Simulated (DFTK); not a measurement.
**In under changes of volume**

One of the cells (26.144 Å³/atom); the others are scaled copies at fixed shape and fractional positions:

```xyz
1
Lattice="-1.6255 1.6255 2.4737 1.6255 -1.6255 2.4737 1.6255 1.6255 -2.4737" Properties=species:S:1:pos:R:3 pbc="T T T"
In    0.0000    0.0000    0.0000
```

- Program: DFTK 0.8.2
- Functional: PBE
- Potentials or basis: SG15 1.2 (PBE)
- Cutoff: 1225 eV
- k mesh: 6 × 6 × 6
- Occupations: fermi-dirac, width 0.05 eV
- Spin: no spin polarisation

| volume (Å³/atom) | energy over the lowest point (meV/atom) | pressure (GPa) |
| --- | --- | --- |
| 24.575 | 35.34 | 4.7 |
| 25.098 | 22.16 | 3.5 |
| 25.621 | 12.36 | 2.5 |
| 26.144 | ? | ? |
| 26.666 | 1.52 | 0.8 |
| 27.189 | 0.00 | 0.0 |
| 27.712 | 0.79 | -0.7 |

What does the run at 26.144 Å³/atom give?

Energy over the lowest point 5.57 meV/atom; pressure 1.6 GPa.

Worked out: A Birch-Murnaghan fit of order 3 (a polynomial in V^(-2/3)) to the other rows has its minimum at 27.26 Å³/atom with B0 = V·E''(V) = 36 GPa and B' = 3.8 at fixed shape and positions, which overstates the stiffness. It gives 5.55 meV/atom at 26.144 Å³/atom, against the run's 5.57, and -dE/dV = 1.6 GPa, against 1.6.

Energies are extrapolated to zero smearing.

Caveats: all runs use coarse meshes.
